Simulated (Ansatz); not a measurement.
# What strain does to GaN (h-MgO type)

GaN (h-MgO type), relaxed with r2SCAN in the PAW code Ansatz. It is hexagonal, P6_3/mmc (No. 194); conventional cell a = 3.300 Å, c = 4.756 Å, 11.21 Å³ an atom. Around Ga lie 3 N at 1.91 Å; around N lie 3 Ga at 1.91 Å.

The axes x, y and z are those of this cell:
```xyz
4
Lattice="3.3000 0.0000 0.0000 -1.6500 2.8579 0.0000 0.0000 0.0000 4.7559" Properties=species:S:1:pos:R:3 pbc="T T T"
Ga    0.0000    1.9053    1.1890
Ga    1.6500    0.9526    3.5669
N     1.6500    0.9526    1.1890
N     0.0000    1.9053    3.5669
```

Unstrained: PBE gives a direct gap of 1.458 eV at Γ. The r2SCAN gap is direct at Γ: 1.867 eV. With HSE06 the gap is 2.666 eV and direct, at Γ. Meshes: PBE 12×12×6, r2SCAN 12×12×6, HSE06 6×6×4. Strains are changes of length per length. After each strain the atoms were relaxed again with r2SCAN within the symmetry that the strain leaves, so tilts or polar shifts that break it weren't tested; points keep the names that they have in the unstrained zone. These are computed values for a spin-unpolarised cell that may be hypothetical; none is a measurement.

Changes of the least gap in eV (an overlap counts as a negative gap):
```
                                                       strain  volume change (%)  space group     PBE  r2SCAN   HSE06  energy rise, r2SCAN (meV/atom)
                                     uniaxial +1.59 % along x               +1.6         Cmcm  -0.149  -0.156  -0.167                             3.5
epitaxial -1.23 % in the xy plane, free normal strain +2.28 %               -0.2     P6_3/mmc  +0.116  +0.122  +0.128                             4.5
```

Uniaxial +1.59 % along x, other directions held. HSE06: the gap goes from 2.666 to 2.499 eV (-0.167 eV); with r2SCAN the top three valence levels at Γ, grouped 1+2 from the top over 939 meV, become 1+1+1 over 1002 meV. Stress change with r2SCAN, compression positive: xx -6.20, yy -2.87, zz -1.84 GPa.

Epitaxial -1.23 % in the xy plane, free normal strain +2.28 %. HSE06: the gap goes from 2.666 to 2.794 eV (+0.128 eV); with r2SCAN the top three valence levels at Γ, grouped 1+2 from the top over 939 meV, become 1+2 over 913 meV. Stress change with r2SCAN, compression positive: xx +5.30, yy +5.30, zz +0.02 GPa.

The meshes of the hybrids are coarse, so their gaps aren't converged to the digits shown.

The splittings at Γ are without spin-orbit coupling, which regroups them where it is of like size or larger.
